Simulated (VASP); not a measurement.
# F4C in VASP: notebook

The runs below take F4C through single point, relaxation of the atoms, atomic charges, electron localisation function, with PBE, PBE+TS.

Program: VASP 6.6.1. These are calculated values, not measurements. Logs are shortened: lines on timing, memory, paths and dates and some standing lists are left out, and cuts for length are marked.

### 1 The molecule as given

The cell holds a molecule in a box, 5 atoms: a = 12.000 Å, b = 11.000 Å, c = 11.000 Å, α = 90.00°, β = 90.00°, γ = 90.00°.

### 2 Single point, PBE (atoms moved at random, drawn with an rms of 0.05 Å)

Contents of INCAR:

```
PREC     = Accurate       # precision mode
ENCUT    = 520            # plane-wave cutoff, eV
EDIFF    = 1E-6           # SCF threshold, eV
ISMEAR   = 0              # smearing method
SIGMA    = 0.01           # smearing width, eV
LREAL    = F              # projectors in reciprocal space
LASPH    = T              # aspherical terms in the spheres
NELM     = 100            # most SCF steps
ALGO     = Normal         # electronic algorithm
ISIF     = 2              # what is computed and relaxed
LWAVE    = F              # write WAVECAR
LCHARG   = F              # write CHGCAR
GGA      = PE             # functional
```

Contents of KPOINTS:

```
Automatic mesh
0
Gamma
  1 1 1
```

Contents of POSCAR:

```
CF4
1.0
   12.0000000000      0.0000000000      0.0000000000
    0.0000000000     11.0000000000      0.0000000000
    0.0000000000      0.0000000000     11.0000000000
F C
4 1
Direct
    0.4146110000      0.4888760000      0.5889980000
    0.5846000000      0.4338750000      0.5412390000
    0.4511620000      0.4137120000      0.4137180000
    0.5074430000      0.5945170000      0.4616540000
    0.4893880000      0.4820490000      0.5025210000
```

Potentials or basis: VASP PAW PBE potentials, release 64 (F, C).

Command:

```bash
$ cat potpaw_PBE.64/F/POTCAR potpaw_PBE.64/C/POTCAR > POTCAR
$ mpirun -np 1 vasp_gam > vasp.out
```

OUTCAR:

```text
PREC = Accurate
   ENCUT = 520
   EDIFF = 1E-6
   ISMEAR = 0
   LREAL = F
   LASPH = T
   NELM = 100
   ISIF = 2
   GGA = PE

 ion  position               nearest neighbor table
   1  0.415  0.489  0.589-   5 1.31
   2  0.585  0.434  0.541-   5 1.33
   3  0.451  0.414  0.414-   5 1.32
   4  0.507  0.595  0.462-   5 1.33
   5  0.489  0.482  0.503-   1 1.31   3 1.32   2 1.33   4 1.33

  LATTYP: Found a simple tetragonal cell.
 ALAT       =    11.0000000000
 C/A-ratio  =     1.0909090909

  Lattice vectors:

 A1 = (   0.0000000000,  11.0000000000,   0.0000000000)
 A2 = (   0.0000000000,   0.0000000000,  11.0000000000)
 A3 = (  12.0000000000,   0.0000000000,   0.0000000000)

Analysis of symmetry for initial positions (statically):
=====================================================================
 Subroutine PRICEL returns:
 Original cell was already a primitive cell.

 Routine SETGRP: Setting up the symmetry group for a
 simple tetragonal supercell.

 Subroutine GETGRP returns: Found  1 space group operations
 (whereof  1 operations were pure point group operations)
 out of a pool of 16 trial point group operations.

The static configuration has the point symmetry C_1 .

Analysis of symmetry for dynamics (positions and initial velocities):
=====================================================================
 Subroutine PRICEL returns:
 Original cell was already a primitive cell.

 Routine SETGRP: Setting up the symmetry group for a
 simple tetragonal supercell.

 Subroutine GETGRP returns: Found  1 space group operations
 (whereof  1 operations were pure point group operations)
 out of a pool of 16 trial point group operations.

The dynamic configuration has the point symmetry C_1 .

 Subroutine INISYM returns: Found  1 space group operations
 (whereof  1 operations are pure point group operations),
 and found     1 'primitive' translations

----------------------------------------------------------------------------------------

                                     Primitive cell

  volume of cell :    1452.0000

  direct lattice vectors                    reciprocal lattice vectors
    12.000000000  0.000000000  0.000000000     0.083333333  0.000000000  0.000000000
     0.000000000 11.000000000  0.000000000     0.000000000  0.090909091  0.000000000
     0.000000000  0.000000000 11.000000000     0.000000000  0.000000000  0.090909091

  length of vectors
    12.000000000 11.000000000 11.000000000     0.083333333  0.090909091  0.090909091

  position of ions in fractional coordinates (direct lattice)
     0.414611000  0.488876000  0.588998000
     0.584600000  0.433875000  0.541239000
     0.451162000  0.413712000  0.413718000
     0.507443000  0.594517000  0.461654000
     0.489388000  0.482049000  0.502521000

  ion indices of the primitive-cell ions
   primitive index   ion index
                 1           1
                 2           2
                 3           3
                 4           4
                 5           5

----------------------------------------------------------------------------------------

 KPOINTS: Automatic mesh

Automatic generation of k-mesh.
 Grid dimensions read from file:
 generate k-points for:    1    1    1

 Generating k-lattice:

  Cartesian coordinates                     Fractional coordinates (reciprocal lattice)
     0.083333333  0.000000000  0.000000000     1.000000000  0.000000000  0.000000000
     0.000000000  0.090909091  0.000000000     0.000000000  1.000000000  0.000000000
     0.000000000  0.000000000  0.090909091     0.000000000  0.000000000  1.000000000

  Length of vectors
     0.083333333  0.090909091  0.090909091

  Shift w.r.t. Gamma in fractional coordinates (k-lattice)
     0.000000000  0.000000000  0.000000000

 Subroutine IBZKPT returns following result:
 ===========================================

 Found      1 irreducible k-points:

 Following reciprocal coordinates:
            Coordinates               Weight
  0.000000  0.000000  0.000000      1.000000
   k-points           NKPTS =      1   k-points in BZ     NKDIM =      1   number of bands    NBANDS=     20
   number of dos      NEDOS =    301   number of ions     NIONS =      5
   total plane-waves  NPLWV = 635040
   dimension x,y,z NGX =    90 NGY =   84 NGZ =   84
   dimension x,y,z NGXF=   180 NGYF=  168 NGZF=  168
   ions per type =               4   1
   NGX,Y,Z   is equivalent  to a cutoff of  12.47, 12.70, 12.70 a.u.
   NGXF,Y,Z  is equivalent  to a cutoff of  24.94, 25.39, 25.39 a.u.
 SYSTEM =  unknown system
   PREC   = accura    normal or accurate (medium, high low for compatibility)
   ISTART =      0    job   : 0-new  1-cont  2-samecut
   ICHARG =      2    charge: 1-file 2-atom 10-const
   ISPIN  =      1    spin polarized calculation?
   LNONCOLLINEAR =      F non collinear calculations
   LSORBIT =      F    spin-orbit coupling
   LASPH  =      T    aspherical Exc in radial PAW
   ENCUT  =  520.0 eV  38.22 Ry    6.18 a.u.  22.31 20.45 20.45*2*pi/ulx,y,z
   NELM   =    100;   NELMIN=  2; NELMDL= -5     # of ELM steps
   EDIFF  = 0.1E-05   stopping-criterion for ELM
   LREAL  =      F    real-space projection
   EDIFFG = 0.1E-04   stopping-criterion for IOM
   NSW    =      0    number of steps for IOM
   IBRION =     -1    ionic relax: 0-MD 1-quasi-New 2-CG
   NFREE  =      0    steps in history (QN), initial steepest desc. (CG)
   ISIF   =      2    stress and relaxation
   ISYM   =      2    0-nonsym 1-usesym 2-fastsym
   POTIM  = 0.5000    time-step for ionic-motion
   TEBEG  =    0.0;   TEEND  =   0.0 temperature during run
   PSTRESS=    0.0 pullay stress
   NELECT =      32.0000    total number of electrons
   NUPDOWN=      -1.0000    fix difference up-down
   EMIN   =  10.00;   EMAX   =-10.00  energy-range for DOS
   EFERMI =   0.00;   METHOD = LEGACY
   ISMEAR =     0;   SIGMA  =   0.01  broadening in eV -4-tet -1-fermi 0-gaus
   EFERMI_NEDOS =   21; number of points for ismear=-14 and -15
   IALGO  =     38    algorithm
   IMIX   =      4    mixing-type and parameters
     AMIX     =   0.40;   BMIX     =  1.00
     AMIX_MAG =   1.60;   BMIX_MAG =  1.00
  volume/ion in A,a.u.               =     290.40      1959.72
  Fermi-wavevector in a.u.,A,eV,Ry     =   0.458989  0.867364  2.866356  0.210671
  Thomas-Fermi vector in A             =   1.444625
   LORBIT       =      0    0 simple, 1 ext, 2 COOP (PROOUT), +10 PAW based schemes
   GGA     = PE    functional components
   LHFCALC =     F    Hartree Fock is set to
   AEXX    =    0.0000 exact exchange contribution
   IVDW    =     0    specifies the selected vdW correction
   LEPSILON=     F    determine dielectric tensor
   LRPA    =     F    only Hartree local field effects (RPA)
 non-spin polarized calculation
 Gauss-broadening in eV      SIGMA  =   0.01
  energy-cutoff  :      520.00
  volume of cell :     1452.00
 maximum number of plane-waves:     19579
 NGX is ok and might be reduce to    90
   NGX = 45   NGY = 41   NGZ = 41

 number of electron      32.0000001 magnetization

 Free energy of the ion-electron system (eV)
  ---------------------------------------------------
  ext. energy  EPLUGINS =         0.00000000
  ---------------------------------------------------
  free energy    TOTEN  =       -25.52366713 eV

  energy without entropy =      -25.52366713  energy(sigma->0) =      -25.52366713

 E-fermi : -10.0716     XC(G=0):  -0.6676

 val. band max:      -10.1398099525   @ k =   0.0000   0.0000   0.0000
 cond. band min:      -0.3355790259   @ k =   0.0000   0.0000   0.0000
 fundamental gap:      9.8042309266
 Fermi energy:       -10.0715851041

 k-point     1 :       0.0000    0.0000    0.0000
  band No.  band energies     occupation
      1     -34.8124      2.00000
      2     -31.9057      2.00000
      3     -31.6869      2.00000
      4     -31.5442      2.00000
      5     -18.0011      2.00000
      6     -15.7827      2.00000
      7     -15.7091      2.00000
      8     -15.6745      2.00000
      9     -12.0859      2.00000
     10     -11.9740      2.00000
     11     -11.5171      2.00000
     12     -11.4427      2.00000
     13     -11.4330      2.00000
     14     -10.2332      2.00000
     15     -10.1466      2.00000
     16     -10.1398      2.00000
     17      -0.3356      0.00000
     18       0.8180      0.00000
     19       0.8441      0.00000
     20       0.9617      0.00000

------------------------ aborting loop because EDIFF is reached ----------------------------------------

  FORCE on cell =-STRESS in cart. coord.  units (eV):
  Direction    XX          YY          ZZ          XY          YZ          ZX
  --------------------------------------------------------------------------------------
  -------------------------------------------------------------------------------------
  Total        1.7853911      1.5475825      2.8883836      0.5016073      0.2211272     -0.1446109
  in kB        1.9700504      1.7076457      3.1871231      0.5534875      0.2439979     -0.1595677
  external PRESSURE =       2.2882731 kB  Pullay stress =       0.0000000 kB

 VOLUME and BASIS-vectors are now :
 -----------------------------------------------------------------------------
  energy-cutoff  :      520.00
  volume of cell :     1452.00
      direct lattice vectors                 reciprocal lattice vectors
    12.000000000  0.000000000  0.000000000     0.083333333  0.000000000  0.000000000
     0.000000000 11.000000000  0.000000000     0.000000000  0.090909091  0.000000000
     0.000000000  0.000000000 11.000000000     0.000000000  0.000000000  0.090909091

 POSITION                                       TOTAL-FORCE (eV/Angst)
 -----------------------------------------------------------------------------------
      4.97533      5.37764      6.47898        -0.915333     -0.181212      1.492783
      7.01520      4.77263      5.95363         0.699563     -0.204714      0.621387
      5.41394      4.55083      4.55090        -0.612891     -0.864900     -1.248171
      6.08932      6.53969      5.07819         0.387907      0.807682     -0.404262
      5.87266      5.30254      5.52773         0.440753      0.443143     -0.461738
 -----------------------------------------------------------------------------------
    total drift:                                0.004355     -0.001194     -0.001674

  FREE ENERGIE OF THE ION-ELECTRON SYSTEM (eV)
  ---------------------------------------------------
  free  energy   TOTEN  =       -25.5236671298 eV

  energy  without entropy=      -25.5236671298  energy(sigma->0) =      -25.52366713
```

Wall time 82 s (1 thread of Intel Xeon Platinum 8488C (Sapphire Rapids), shared host); peak memory 1.1 GiB.

What came out:

| Quantity | Value |
| --- | --- |
| Free energy | -25.5237 eV |
| Largest force | 1.760 eV/Å |
| Gap between the frontier levels | 9.80 eV |

Forces in eV/Å, atoms in the order of the input:
```
F   -0.915 -0.181  1.493
F    0.700 -0.205  0.621
F   -0.613 -0.865 -1.248
F    0.388  0.808 -0.404
C    0.441  0.443 -0.462
```

Levels at points of the mesh, in eV from the valence-band top:
```
           k point  band 14  band 15  band 16  band 17  band 18  band 19
(0.00, 0.00, 0.00)    -0.09    -0.01     0.00     9.80    10.96    10.98
```

[end of part 1 of 2]
